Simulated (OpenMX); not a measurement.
# Be: single point with PBE

The system is Be.

```
Be
1.0
    -1.26090    1.21568    1.26380
     1.26073   -1.23085    1.27880
     1.26541    1.23536   -1.27896
Be
1
Direct
  0.00279 0.99550 0.99282
```

The cell isn't the ideal one: cell strained at random at fixed volume.

* Program: OpenMX 3.8.5
* Task: single point
* Functional: PBE
* Potentials or basis: OpenMX 2013 PBE set, Be7.0-s3p2d1, grid cutoff 260 Ry
* k mesh: 15 × 15 × 15
* Occupations: fermi-dirac, width 0.05 eV
* Spin: no spin polarisation

```json
{"Pressure": "-1.3 GPa", "Band gap on the k mesh": "none (metal or under the smearing width)"}
```

It took 45 s on 1 thread of Arm Neoverse V2, on a shared host, peak memory 0.33 GiB.

Caveat: the basis of atomic orbitals isn't converged, which shifts pressures, moduli and gaps.
